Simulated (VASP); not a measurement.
**Results of a VASP single-point calculation on PbS (strained rocksalt)**

POSCAR

```
Pb S
 1.0000000000000000
     0.0399758582000000    2.9973362076000001    2.9973362076000001
     2.9973362076000001    0.0399758582000000    2.9973362076000001
     2.9973362076000001    2.9973362076000001    0.0399758582000000
 Pb  S
   1   1
Cartesian
  0.0000000000000000  0.0000000000000000  0.0000000000000000
  3.0173241366999992  3.0173241366999997  3.0173241366999997
```

```json
{"gap between bands v and c": "0.54 eV", "least direct gap": "0.65 eV"}
```

Band v is the last that the valence electrons fill when counted band by band, and c is the next. Levels in eV from the top of v:

```json
{"point": "Γ", "v−1": "-2.29", "v": "-2.29", "c": "5.44", "c+1": "5.44"}
{"point": "X", "v−1": "-3.67", "v": "-3.54", "c": "4.13", "c+1": "5.80"}
{"point": "K", "v−1": "-3.05", "v": "-2.59", "c": "3.59", "c+1": "4.37"}
{"point": "L", "v−1": "-1.90", "v": "0.00", "c": "0.70", "c+1": "2.25"}
{"point": "W", "v−1": "-4.58", "v": "-1.16", "c": "2.40", "c+1": "4.88"}
```

Q: Which of these levels of theory gave these results?
A. r²SCAN
B. PBE0
C. PBEsol
D. PBE with spin–orbit coupling
E. HSE06
F. PBE
G. LDA

A: A.

The INCAR was:

```
LWAVE = .FALSE.
LELF = .TRUE.
ENCUT = 520
SIGMA = 0.01
ISIF = 2
LASPH = .TRUE.
NELM = 120
ISMEAR = 0
METAGGA = R2SCAN
ALGO = Normal
PREC = Accurate
NSW = 0
IBRION = -1
NBANDS = 17
LREAL = .FALSE.
EDIFF = 1E-7
LCHARG = .TRUE.
```
